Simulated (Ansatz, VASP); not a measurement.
# Sb: VASP beside Ansatz

```
Sb
1.0
     0.00000    2.33533    2.33533
     2.33533    0.00000    2.33533
     2.33533    2.33533    0.00000
Sb
1
Cartesian
  0.0000 0.0000 0.0000
```

Change from the starting cell: volume scaled by 1.04, PAW files.

Alike in both runs: task electric field gradients; functional PBEsol; k mesh 12 × 12 × 12; occupations fermi-dirac, width 0.05 eV; no spin polarisation.

```csv
,VASP,Ansatz
version,VASP 6.6.1,Ansatz 0.2.0
potentials or method,"VASP PAW PBE potentials, release 64 (Sb)","PAW with Ansatz's default frozen-core files, scalar-relativistic"
plane-wave cutoff (eV),520,420
valence electrons in the cell,5,15
```

|  | VASP | Ansatz | Ansatz less VASP |
| --- | --- | --- | --- |
| pressure (GPa) | 2.1 | 2.1 | +0.01 |
| Vzz of the field gradient on the site that differs most (V/Å²) | 0.0 | 0.0 | 0.00 |

With one functional, cell and mesh, what is left measures potentials, basis and numerics. The two sets of potentials don't hold the same shells in valence. Ansatz warned: «gradients_without_spin_orbit».

Caveats: the PAW data sets were made with another functional, which shifts forces and pressure a little (VASP). The runs have no spin-orbit coupling, so splittings on Sb are missing.
